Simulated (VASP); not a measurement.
# In (Im-3m) in VASP: notebook

Aim: see how the results for In move with the level of theory and the settings. Levels: PBE0+D3(BJ), PW91+D4, PBEsol+D3(BJ). Tasks: density of states, band structure.

Everything below comes from runs of VASP 6.6.1. Logs are shortened: lines on timing, memory, paths and dates and some standing lists are left out, and cuts for length are marked.

## Step 1: The structure

The structure is cubic, space group Im-3m (No. 229). Conventional cell: a = 3.765 Å, b = 3.765 Å, c = 3.765 Å, α = 90.00°, β = 90.00°, γ = 90.00°. Around In (site symmetry m-3m) lie 8 In at 3.26 Å.

This isn't the form of In at room conditions, which is tetragonal.

## Step 2: Density of states, PBE0+D3(BJ), spin-orbit coupling, no magnetisation

POSCAR

```
In
1.0
   -1.8825252400      1.8825252400      1.8825252400
    1.8825252400     -1.8825252400      1.8825252400
    1.8825252400      1.8825252400     -1.8825252400
In
1
Direct
    0.0000000000      0.0000000000      0.0000000000
```

INCAR.step1

```
ALGO = Normal
EDIFF = 1E-5
ENCUT = 520
GGA = PE
GGA_COMPAT = False
ISIF = 2
ISMEAR = 1
LASPH = True
LCHARG = False
LREAL = False
LSORBIT = True
LWAVE = True
MAGMOM = 0 0 0
NELM = 80
PREC = Accurate
SIGMA = 0.2
```

INCAR.step2

```
AEXX = 0.25
ALGO = Normal
EDIFF = 1E-6
ENCUT = 520
GGA = PE
GGA_COMPAT = False
HFRCUT = -1
ISIF = 2
ISMEAR = -5
ISTART = 1
IVDW = 12
LASPH = True
LCHARG = False
LHFCALC = True
LORBIT = 11
LREAL = False
LSORBIT = True
LWAVE = False
MAGMOM = 0 0 0
NEDOS = 2001
NELM = 80
PREC = Accurate
PRECFOCK = Fast
SIGMA = 0.2
```

KPOINTS

```
k-points
0
Gamma
  5 5 5
```

Potentials or basis: VASP PAW PBE potentials, release 64 (In_d).

Run with:

```console
$ cat potpaw_PBE.64/In_d/POTCAR > POTCAR
$ cp INCAR.step1 INCAR
$ mpirun -np 1 vasp_ncl > vasp.out
$ cp INCAR.step2 INCAR
$ mpirun -np 1 vasp_ncl > vasp.out
```

OUTCAR:

```text
AEXX = 0.25
   EDIFF = 1E-6
   ENCUT = 520
   GGA = PE
   ISIF = 2
   ISMEAR = -5
   ISTART = 1
   IVDW = 12
   LASPH = True
   LHFCALC = True
   LORBIT = 11
   LREAL = False
   LSORBIT = True
   NELM = 80
   PREC = Accurate
   PRECFOCK = Fast
 IVDW          = 12

 ion  position               nearest neighbor table
   1  0.000  0.000  0.000-

  LATTYP: Found a body centered cubic cell.
 ALAT       =     3.7650504800

  Lattice vectors:

 A1 = (  -1.8825252400,   1.8825252400,   1.8825252400)
 A2 = (   1.8825252400,  -1.8825252400,   1.8825252400)
 A3 = (   1.8825252400,   1.8825252400,  -1.8825252400)

Analysis of symmetry for initial positions (statically):
=====================================================================
 Subroutine PRICEL returns:
 Original cell was already a primitive cell.

 Routine SETGRP: Setting up the symmetry group for a
 body centered cubic supercell.

 Subroutine GETGRP returns: Found 48 space group operations
 (whereof 48 operations were pure point group operations)
 out of a pool of 48 trial point group operations.

The static configuration has the point symmetry O_h .

Analysis of symmetry for dynamics (positions and initial velocities):
=====================================================================
 Subroutine PRICEL returns:
 Original cell was already a primitive cell.

 Routine SETGRP: Setting up the symmetry group for a
 body centered cubic supercell.

 Subroutine GETGRP returns: Found 48 space group operations
 (whereof 48 operations were pure point group operations)
 out of a pool of 48 trial point group operations.

The dynamic configuration has the point symmetry O_h .

Analysis of structural, dynamic, and magnetic symmetry:
=====================================================================
 Subroutine PRICEL returns:
[... 452 lines left out ...]
   -.133E-06 -.137E-07 0.873E-07   0.105E-14 0.151E-14 0.154E-14   -.662E-23 0.662E-23 -.662E-23   0.440E-07 -.652E-07 -.933E-07
 -----------------------------------------------------------------------------------------------
   -.133E-06 -.137E-07 0.873E-07   0.105E-14 0.151E-14 0.154E-14   -.662E-23 0.662E-23 -.662E-23   0.440E-07 -.652E-07 -.933E-07

 POSITION                                       TOTAL-FORCE (eV/Angst)
 -----------------------------------------------------------------------------------
      0.00000      0.00000      0.00000         0.000000      0.000000      0.000000
 -----------------------------------------------------------------------------------
    total drift:                               -0.000000     -0.000000     -0.000000

--------------------------------------------------------------------------------------------------------

  FREE ENERGIE OF THE ION-ELECTRON SYSTEM (eV)
  ---------------------------------------------------
  free  energy   TOTEN  =        -3.6180469728 eV

  energy  without entropy=       -3.6180469728  energy(sigma->0) =       -3.61804697

--------------------------------------------------------------------------------------------------------

--------------------------------------------------------------------------------------------------------

 -----------------------------------------------------------------------------
|                                                                             |
|           W    W    AA    RRRRR   N    N  II  N    N   GGGG   !!!           |
|           W    W   A  A   R    R  NN   N  II  NN   N  G    G  !!!           |
|           W    W  A    A  R    R  N N  N  II  N N  N  G       !!!           |
|           W WW W  AAAAAA  RRRRR   N  N N  II  N  N N  G  GGG   !            |
|           WW  WW  A    A  R   R   N   NN  II  N   NN  G    G                |
|           W    W  A    A  R    R  N    N  II  N    N   GGGG   !!!           |
|                                                                             |
|     Tetrahedron method does not include variations of the Fermi             |
|     occupations, so forces and stress will be inaccurate. We suggest        |
|     using a different smearing scheme ISMEAR = 1 or 2 for metals in         |
|     relaxations.                                                            |
|                                                                             |
 -----------------------------------------------------------------------------

 Spin-Orbit-Coupling matrix elements

 Ion:    1  E_soc:     -0.0717512
 l=   1
     0.0000000    -0.0060902    -0.0060902
    -0.0060902     0.0000000    -0.0060902
    -0.0060902    -0.0060902     0.0000000
 l=   2
     0.0000000    -0.0011476     0.0000000    -0.0011476    -0.0047207
    -0.0011476     0.0000000    -0.0035405    -0.0011476    -0.0011802
     0.0000000    -0.0035405     0.0000000    -0.0035405     0.0000000
    -0.0011476    -0.0011476    -0.0035405     0.0000000    -0.0011802
    -0.0047207    -0.0011802     0.0000000    -0.0011802     0.0000000
 l=   3
     0.0000000     0.0000000     0.0000000     0.0000000     0.0000000     0.0000000     0.0000000
     0.0000000     0.0000000     0.0000000     0.0000000     0.0000000     0.0000000     0.0000000
     0.0000000     0.0000000     0.0000000     0.0000000     0.0000000     0.0000000     0.0000000
     0.0000000     0.0000000     0.0000000     0.0000000     0.0000000     0.0000000     0.0000000
     0.0000000     0.0000000     0.0000000     0.0000000     0.0000000     0.0000000     0.0000000
     0.0000000     0.0000000     0.0000000     0.0000000     0.0000000     0.0000000     0.0000000
     0.0000000     0.0000000     0.0000000     0.0000000     0.0000000     0.0000000     0.0000000

 total charge

# of ion       s       p       d       tot
------------------------------------------
    1        1.074   0.478   9.857  11.409

 magnetization (x)

# of ion       s       p       d       tot
------------------------------------------
    1       -0.000   0.000   0.000  -0.000

 magnetization (y)

# of ion       s       p       d       tot
------------------------------------------
    1       -0.000   0.000  -0.000  -0.000

 magnetization (z)

# of ion       s       p       d       tot
------------------------------------------
    1       -0.000   0.000  -0.000  -0.000

 BZINTS: Fermi energy:    7.487146;   13.000000 electrons
         Band energy:-0.891329E+02;  BLOECHL correction:   -0.614722
 BZINTS: Fermi energy:    7.487146;   13.000000 electrons
         Band energy:-0.891329E+02;  BLOECHL correction:   -0.614722
 BZINTS: Fermi energy:    7.487146;   13.000000 electrons
         Band energy:-0.891329E+02;  BLOECHL correction:   -0.614722
 BZINTS: Fermi energy:    7.487146;   13.000000 electrons
         Band energy:-0.891329E+02;  BLOECHL correction:   -0.614722

=======================================================================
```

OUTCAR.step1:

```text
EDIFF = 1E-5
   ENCUT = 520
   GGA = PE
   ISIF = 2
   ISMEAR = 1
   LASPH = True
   LREAL = False
   LSORBIT = True
   NELM = 80
[... 470 lines left out ...]
 l=   3
     0.0000000     0.0000000     0.0000000     0.0000000     0.0000000     0.0000000     0.0000000
     0.0000000     0.0000000     0.0000000     0.0000000     0.0000000     0.0000000     0.0000000
     0.0000000     0.0000000     0.0000000     0.0000000     0.0000000     0.0000000     0.0000000
     0.0000000     0.0000000     0.0000000     0.0000000     0.0000000     0.0000000     0.0000000
     0.0000000     0.0000000     0.0000000     0.0000000     0.0000000     0.0000000     0.0000000
     0.0000000     0.0000000     0.0000000     0.0000000     0.0000000     0.0000000     0.0000000
     0.0000000     0.0000000     0.0000000     0.0000000     0.0000000     0.0000000     0.0000000

=======================================================================
```

It took 15 min on 1 thread of Intel Xeon Platinum 8375C at 2.90GHz (Ice Lake), shared host; peak memory 0.2 GiB.

Results:

| Property | Result |
| --- | --- |
| Free energy | -3.6180 eV |
| Pressure | -1.8 GPa |
| Valence electrons inside the program's atomic spheres | In 11.41 |
| Dispersion energy per atom | -0.380 eV |

Caveat: the k mesh is coarse (spacing up to 0.47 Å⁻¹), so the values aren't converged, least of all with exact exchange; the PAW data sets were made with another functional, which shifts forces and pressure a little.

(Part 1 of 2 ends here.)
